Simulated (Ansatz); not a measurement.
Space group Im-3m (No. 229). a = 3.129 Å, b = 3.129 Å, c = 3.129 Å, α = 90.00°, β = 90.00°, γ = 90.00°
```json
{"atom": "Mo", "site": "2a", "symmetry": "m-3m", "x": "0.0000", "y": "0.0000", "z": "0.0000"}
```

Equation of state of this Mo structure (not necessarily the ground state), with shape and atoms relaxed at each volume where symmetry leaves them free. It has no gap at any of these volumes. These are results of DFT PBEsol, scalar-relativistic, plane waves, PAW in Ansatz 0.2.0, not measurements.

Cutoff 420 eV; k points 18×18×18 on the computed 1-atom cell (Γ-centred); Gaussian smearing, width 0.10 eV; no spin polarisation.

```csv
V (Å³/atom),E − E(largest V) (meV/atom),P (GPa)
13.483,128.71,47.14
13.943,14.75,32.50
14.402,-59.98,19.91
14.862,-101.17,9.16
15.322,-113.84,0.01
15.781,-102.22,-7.79
16.241,-69.93,-14.43
16.854,0.00,-21.79
```

Question: Fit a third-order Birch–Murnaghan equation to E(V).

Answer: V0 = 15.32 Å³/atom, B0 = 281 GPa, B0' = 4.3.